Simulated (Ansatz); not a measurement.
Thermal properties of Al3GaN4 from its phonons

All numbers below come from DFT PBE, scalar-relativistic, plane waves, PAW in Ansatz 0.2.0. Settings: 420 eV plane-wave cutoff, Γ-centred 8×8×8 mesh, fixed occupations. No spin polarisation. Phonons by linear response, acoustic sum rule imposed.

Equilibrium structure at this level:
```xyz
8
Lattice="-2.2196 2.2196 4.4373 2.2196 -2.2196 4.4373 2.2196 2.2196 -4.4373" Properties=species:S:1:pos:R:3 pbc="T T T"
Al    0.0000    2.2196    2.2187
Al    2.2196    0.0000    2.2187
Al    0.0000    0.0000    4.4373
Ga    0.0000    0.0000    0.0000
N    -1.0790    1.0790    3.3014
N     1.0790   -1.0790    3.3014
N     1.0790    1.0790    5.5732
N     1.1406    1.1406    1.1359
```

It was reached by relaxing an invented guess, and it needn't be the stable form of this composition. The q mesh is coarse, so values between its points are rough.

Force constants from linear response on a 2×2×2 q mesh, interpolated to a fine mesh.

(1) How much zero-point energy does an atom carry?

(2) How large are the vibrational entropy and heat capacity at 300 K?

(3) Tabulate them against temperature.

## Answers

(1) 89.4 meV.

(2) S = 1.47 k_B and C_V = 1.94 k_B per atom, 65 % of the Dulong–Petit value.

(3)
```csv
T (K),F_vib (meV/atom),S (k_B/atom),C_V (k_B/atom)
100,88.9,0.21,0.48
200,84.7,0.80,1.32
300,74.9,1.47,1.94
400,59.6,2.08,2.31
500,39.3,2.62,2.52
600,14.6,3.09,2.65
700,-13.9,3.51,2.74
800,-45.7,3.88,2.79
900,-80.6,4.21,2.84
1000,-118.2,4.51,2.87
```
